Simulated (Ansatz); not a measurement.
## PtSe2 (Sudovikovite) in Ansatz: convergence with n extra bands

Input of the first run (n extra bands 1); the others differ in this setting and in those tied to it:

File input.yaml:

```yaml
crystal:
  lattice:
    - [3.724, 0.0, 0.0]
    - [-1.862, 3.2250786037, 0.0]
    - [0.0, 0.0, 5.062]
  atoms:
    - { symbol: Pt, position: [0.0, 0.0, 0.0] }
    - { symbol: Se, position: [0.6666666667, 0.3333333333, 0.75] }
    - { symbol: Se, position: [0.3333333333, 0.6666666667, 0.25] }
hamiltonian:
  xc: pbesol
  pseudopotentials: { kind: paw }
kpoints:
  mp_grid: { grid: [7, 7, 5] }
scf:
  occupations: { method: gaussian, width: 0.05 }
  n_extra_bands: 1
output:
  forces: true
  stress: true
  eigenvalues: true
```

Potentials or basis: Ansatz PAW.

Run with:

```console
$ ansatz run input.yaml --threads 2 --pin off --max-ram 5632MiB --backend cpu --events-out ev --progress --plain --runs-dir out
```

Hardware: 2 threads of Intel(R) Xeon(R) Processor @ 2.50GHz (Skylake/Cascade Lake), on a shared host.

| n extra bands | energy less the tightest run, at zero smearing (meV/atom) | SCF cycles | CPU time (s) | peak memory (GiB) |
| --- | --- | --- | --- | --- |
| 1 | 0.00 | 6 | 7 | 0.38 |
| 2 | 0.00 | 6 | 5.9 | 0.38 |
| 4 | 0.00 | 6 | 6.4 | 0.38 |
| 8 | 0.00 | 6 | 6.7 | 0.39 |
| 16 | 0.00 | 6 | 7 | 0.4 |
| 32 | 0.00 | 6 | 8.7 | 0.42 |

Against the tightest run, the energy stays within 1 meV/atom from 1 on. The tightest run that finished is the yardstick and may itself not be fully converged.

 The run has no spin-orbit coupling, so splittings on Pt are missing.
